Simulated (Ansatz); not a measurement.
The cell of NaCl is invented: 4-connected net, two elements alternating (I-43m, No. 217). Lengths were set from tabulated atomic sizes, so they are only a guess.

```yaml
crystal:
  lattice:
    - [-3.94823, 3.94823, 3.94823]
    - [3.94823, -3.94823, 3.94823]
    - [3.94823, 3.94823, -3.94823]
  atoms:
    - { symbol: Na, position: [0.32531, 0.00000, 0.00000] }
    - { symbol: Na, position: [0.67469, 0.67469, 0.67469] }
    - { symbol: Na, position: [0.00000, 0.32531, 0.00000] }
    - { symbol: Na, position: [0.00000, 0.00000, 0.32531] }
    - { symbol: Cl, position: [0.00000, 0.67469, 0.00000] }
    - { symbol: Cl, position: [0.32531, 0.32531, 0.32531] }
    - { symbol: Cl, position: [0.67469, 0.00000, 0.00000] }
    - { symbol: Cl, position: [0.00000, 0.00000, 0.67469] }
```

Method: DFT PBE, scalar-relativistic, plane waves, PAW (Ansatz 0.2.0). Cutoff 420 eV, Gaussian smearing, Γ-centred meshes. Cell and atoms relax first on a coarse mesh and then on a converged one. In between, the cell is made exact in the group found at 0.06 Å. The steps can't lower the symmetry of their start. No spin polarisation.

A guess keeps its type if space group and coordination stay and the shape of the cell changes little (axis ratios within about 15 %, angles within 6°); the volume may change.

**Question.** Does it keep its structure type, or change into something else?

**Answer.** It keeps its type. The symmetry stays I-43m (No. 217). The volume per atom grows by 25.8 %, from 30.8 to 38.7 Å³. The shortest distance goes from 2.39 Å (Na–Cl) to 2.65 Å (Na–Cl). Counting neighbours within 15 % of an atom's shortest distance, the start has Cl 4, Na 4 and the end Cl 4, Na 4.

The last run used a 4×4×4 mesh for its 8-atom cell and Gaussian smearing of 0.02 eV. A structure relaxed within its symmetry needn't be a true minimum.
